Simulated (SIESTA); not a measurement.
# MnO under changes of volume

One of the cells (11.219 Å³/atom); the others are scaled copies at fixed shape and fractional positions:

```xyz
2
Lattice="0.0000 2.2386 2.2386 2.2386 0.0000 2.2386 2.2386 2.2386 0.0000" Properties=species:S:1:pos:R:3 pbc="T T T"
Mn    0.0000    0.0000    0.0000
O     2.2386    2.2386    2.2386
```

The cell is a database's computed one.

```yaml
Program: SIESTA 5.4.2
Functional: PBEsol
Potentials_or_basis: PseudoDojo 0.4 standard (PBEsol files)
Basis: DZP (energy shift 0.003 Ry; two zetas on semicore shells)
Grid_cutoff: 800 Ry
Energy_shift: 0.003 Ry
k_mesh: 10 × 10 × 10
Occupations: fermi-dirac, width 0.05 eV
Spin: collinear spin, ferromagnetic start
Starting_moments: "[4.0, 0.0] μB"
```

```tsv
volume (Å³/atom)	energy over the lowest point (meV/atom)	pressure (GPa)	moment (μB per cell)
10.339	0.00	0.3	4.60
10.559	1.09	-1.6	4.69
10.779	3.90	-3.5	4.77
11.219	19.67	-8.2	4.83
11.439	32.26	-10.2	4.87
11.659	?	?	?
```

**Question.** What does the run at 11.659 Å³/atom give?

**Answer.** Energy over the lowest point 47.02 meV/atom; pressure -11.7 GPa; moment 4.91 μB per cell.

Worked out: A Birch-Murnaghan fit of order 3 (a polynomial in V^(-2/3)) to the other rows has its minimum at 10.36 Å³/atom with B0 = V·E''(V) = 66 GPa (rough, since the energies scatter). It gives 48.70 meV/atom at 11.659 Å³/atom, against the run's 47.02, and -dE/dV = -13.3 GPa, against -11.7. A parabola through the other rows of the moment, of slope -0.0463 μB per Å³/atom there, extrapolates to 4.86 μB, against the run's 4.91.

Energies are extrapolated to zero smearing.

Caveats: short orbitals over semicore shells can move pressures by several GPa; the basis of atomic orbitals isn't converged, which shifts pressures, moduli and gaps; a cell with one magnetic atom can't hold antiferromagnetic order, which such compounds often take.
